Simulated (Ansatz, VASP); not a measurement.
This is a calculation of Sc for VASP 6.6.1.

Contents of INCAR:

```
SYSTEM = Sc
ALGO = Fast
EDIFF = 1E-6
ENCUT = 520
GGA = CA
ISIF = 2
ISMEAR = -1
LASPH = .True.
LCHARG = .False.
LREAL = .False.
LWAVE = .False.
NBANDS = 18
NELM = 100
PREC = Accurate
SIGMA = 0.05
```

KPOINTS

```
k-points
0
Gamma
  9 9 5
  0 0 0
```

Contents of POSCAR:

```
Sc
1.0
    3.3090000000      0.0000000000      0.0000000000
   -1.6545000000      2.8656780611      0.0000000000
    0.0000000000      0.0000000000      5.2733000000
Sc
2
Direct
    0.6666666667      0.3333333333      0.7500000000
    0.3333333333      0.6666666667      0.2500000000
```

Potentials or basis: VASP PAW LDA potentials, release 64 (Sc_sv).

The run is started by

```console
$ cat potpaw_LDA.64/Sc_sv/POTCAR > POTCAR
$ mpirun -np 1 vasp_std > vasp.out
```

Question: Translate it to Ansatz 0.2.0. Potentials there: all-electron LAPW, scalar-relativistic.

Answer: As run (the cutoff follows the program's own potentials):

The input input.yaml:

```yaml
crystal:
  lattice:
    - [3.309, 0.0, 0.0]
    - [-1.6545, 2.8656780611, 0.0]
    - [0.0, 0.0, 5.2733]
  atoms:
    - { symbol: Sc, position: [0.6666666667, 0.3333333333, 0.75] }
    - { symbol: Sc, position: [0.3333333333, 0.6666666667, 0.25] }
kpoints:
  mp_grid: { grid: [9, 9, 5] }
scf:
  occupations: { method: fermi_dirac, width: 0.05 }
hamiltonian:
  xc: lda
  pseudopotentials: { kind: all_electron, lapw: { basis_error: 0.001 } }
output:
  forces: true
  stress: true
  eigenvalues: true
```

Potentials or basis: all-electron LAPW, scalar-relativistic.

The run is started by

```sh
$ ansatz run input.yaml --threads 1 --pin off --max-ram 3072MiB --backend cpu --events-out ev --progress --plain --runs-dir out
```

Both were run:

|  | VASP | Ansatz | Ansatz less VASP |
| --- | --- | --- | --- |
| gap on the k mesh at the Fermi level (eV) | none | none | - |
| pressure (GPa) | -5.2 | -5.3 | -0.06 |
| largest component of the traceless stress (GPa) | 1.13 | 1.13 | +0.001 |

A gap of «none» marks a metal or a gap that the smearing closes. Ansatz ran all-electron here, so the differences hold the error of VASP's frozen core and of both bases.
